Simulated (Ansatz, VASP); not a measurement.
# Te2Mo: VASP beside Ansatz

```
Mo Te
1.0
     3.51800    0.00000    0.00000
    -1.75900    3.04668    0.00000
     0.00000    0.00000   28.00000
Mo Te
2 4
Direct
  0.33333 0.66667 0.37814
  0.66667 0.33333 0.62186
  0.66667 0.33333 0.44171
  0.66667 0.33333 0.31478
  0.33333 0.66667 0.68522
  0.33333 0.66667 0.55829
```

Alike in both runs: functional LDA; k mesh 12 × 12 × 1; no spin polarisation.

Ansatz relaxed the structure, and its values are those at the end. VASP's run is a single point on that final structure, the one shown.

```csv
,VASP,Ansatz
version,VASP 6.6.1,Ansatz 0.2.0
potentials or method,"VASP PAW LDA potentials, release 64 (Mo_sv, Te)","scalar-relativistic, plane waves, PAW"
plane-wave cutoff (eV),520,440
occupations,"gaussian, width 0.01 eV",fixed
valence electrons in the cell,52,92
```

|  | VASP | Ansatz | Ansatz less VASP |
| --- | --- | --- | --- |
| gap on the k mesh at the Fermi level (eV) | 0.79 | 0.81 | +0.020 |
| least direct gap on the mesh (eV) | 1.06 | 1.06 | 0.000 |
| rms of the force components (eV/Å) | 0.027 | 0.000 | -0.0273 |

The two sets of potentials don't hold the same shells in valence. Ansatz warned: «xc_potential_rough_in_thin_density».

Caveats: spin-orbit coupling is left out, which moves the levels of the heavy elements. Expect the measured gap to be larger: semilocal functionals such as LDA lack the derivative discontinuity.
